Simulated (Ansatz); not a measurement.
# Na: one input, then a changed one

The structure is an experimental refinement, used without relaxation. The listed cell was then made from it by scaling, straining or moving an atom.

First run: DFT, PBE, all-electron PAW with datasets made for the crystal, scalar-relativistic (Ansatz 0.2.0).

Command: `ansatz run input.yaml --threads 1 --pin off --max-ram 2048MiB --backend cpu --events-out ev --progress --plain --runs-dir out` The run took 2.3 s on 1 thread of Arm Neoverse V2 (shared host), peak memory 0.26 GiB.

```yaml
crystal:
  lattice:
    - [-2.1590301515, 2.1590301515, 2.1590301515]
    - [2.1590301515, -2.1590301515, 2.1590301515]
    - [2.1590301515, 2.1590301515, -2.1590301515]
  atoms:
    - { symbol: Na, position: [0.0, 0.0, 0.0] }
kpoints:
  mp_grid: { grid: [11, 11, 11] }
scf:
  occupations: { method: fermi_dirac, width: 0.03 }
hamiltonian:
  xc: pbe
  pseudopotentials: { kind: all_electron, datasets: crystal }
output:
  forces: true
  stress: true
  eigenvalues: true
  efg: { contact_densities: true }
```

Result: converged; pressure -0.57 GPa; 8 SCF iterations.

The input is then changed:

```diff
@@ -7,5 +7,5 @@
     - { symbol: Na, position: [0.0, 0.0, 0.0] }
 kpoints:
-  mp_grid: { grid: [11, 11, 11] }
+  mp_grid: { grid: [16, 16, 16] }
 scf:
   occupations: { method: fermi_dirac, width: 0.03 }
@@ -13,4 +13,5 @@
   xc: pbe
   pseudopotentials: { kind: all_electron, datasets: crystal }
+  dispersion: d3bj
 output:
   forces: true
```

Q: What does the second run give?

A: It converged; pressure -1.11 GPa; 13 SCF iterations.
